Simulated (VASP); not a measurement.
Input:

```yaml
crystal:
  lattice:
    - [0.00000, 3.09252, 3.09252]
    - [3.09252, 0.00000, 3.09252]
    - [3.09252, 3.09252, 0.00000]
  atoms:
    - { symbol: Al, position: [0.00106, 0.00528, 0.99841] }
    - { symbol: Sb, position: [0.74894, 0.74472, 0.75159] }
```

Computed with HSE06 screened hybrid, VASP's PBE PAW potentials (set 64) (plane waves; VASP 6.6.1). Settings: 300 eV cut-off, 4×4×4 Γ-centred mesh, Gaussian smearing of 0.010 eV, potentials Al Sb.

Task: Give the force on each atom (eV/Å).

Result: 
```tsv
atom	Fx	Fy	Fz
Al1	-0.192	0.046	-0.325
Sb2	0.192	-0.046	0.325
```

Task: Give the stress tensor in GPa (positive for a compressed cell).

Result: 
```
-0.66  -0.73   0.10
-0.73  -0.64  -0.43
 0.10  -0.43  -0.68
```
The pressure is its mean diagonal, -0.66 GPa.

The structure comes from a computed database's AlSb entry; how it stands against other phases isn't given here. The cell was not relaxed at this level, atoms are displaced from their ideal sites. The k-mesh is coarse (spacing up to 0.44 per Å, 2π included), so the numbers may not be converged in it.
